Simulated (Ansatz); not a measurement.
## TaC, space group Fm-3m: a frozen displacement of one atom, step by step

With the Python package of Ansatz (0.2.0).

The cells in order, each with its output:

```python
import warnings

import ansatz
import numpy as np
```

```python
warnings.simplefilter("ignore", ansatz.DeckWarning)
```

```python
tac = (
    ansatz.Lattice.of((0.0, 2.223, 2.223), (2.223, 0.0, 2.223), (2.223, 2.223, 0.0))
    .atom("Ta", (0.0, 0.0, 0.0))
    .atom("C", (0.5, 0.5, 0.5))
)
```

```python
inverse = np.linalg.inv(np.array(tac.lattice.vectors))
home = np.array(tac.sites[0].position)
values = np.linspace(-0.05, 0.05, 5)
energies, pulls = [], []
for shift in values:
    moved = tac.move(0, to=home + shift * inverse[2])
    setup = (
        moved.calculation()
        .functional("PBE")
        .pseudopotentials("paw")
        .basis(510)
        .kpoints(11, 11, 11)
        .occupations("fermi_dirac", width=0.1)
        .forces()
    )
    data = setup.run(threads=1).report
    energies.append(data["free_energy_ev"])
    pulls.append(data["forces_ev_ang"][0][2])
```

```python
# the force is minus the slope of the free energy
print("shift (A)   dE (eV)   force along z (eV/A)")
for shift, e, f in zip(values, energies, pulls):
    print(f"{shift:8.3f} {e - energies[2]:10.5f} {f:12.4f}")
print(f"stiffness from energies {2 * np.polyfit(values, energies, 2)[0]:.3f}, from forces {-np.polyfit(values, pulls, 1)[0]:.3f} eV/A^2")
```

    shift (A)   dE (eV)   force along z (eV/A)
      -0.050    0.01644       0.6591
      -0.025    0.00410       0.3284
       0.000    0.00000       0.0000
       0.025    0.00410      -0.3284
       0.050    0.01644      -0.6591
    stiffness from energies 13.159, from forces 13.173 eV/A^2

The curvature of the energy gives 13.159 eV/Å² and the slope of the force 13.173 eV/Å², a positive curvature.

Reading the output:
- For a metal this k-point mesh is coarse: on a finer one energies can move by several to tens of meV an atom and pressures by half a GPa or more, differences at one mesh by less.
- In a metal a curvature from energy changes of a few meV or less hangs on mesh and smearing, in size and even in sign.
- Of the deposited cell: the entry's cell lengths or inner coordinates differ somewhat from later room-temperature determinations.
- Spin-orbit coupling, which matters for elements this heavy, is left out.
- The starting cell is as deposited in a crystallographic database; the results hold for this polymorph, which needn't be the stable one.
- All periodic images of the atom move with it, so the curvature is one diagonal element of the zone-centre force constants and no normal mode; a positive value doesn't exclude soft modes in which several atoms move.
- Wall time of the script: 18 s on 1 thread of Intel(R) Xeon(R) Processor @ 2.30GHz, with other jobs on the host, peak memory 0.55 GiB.
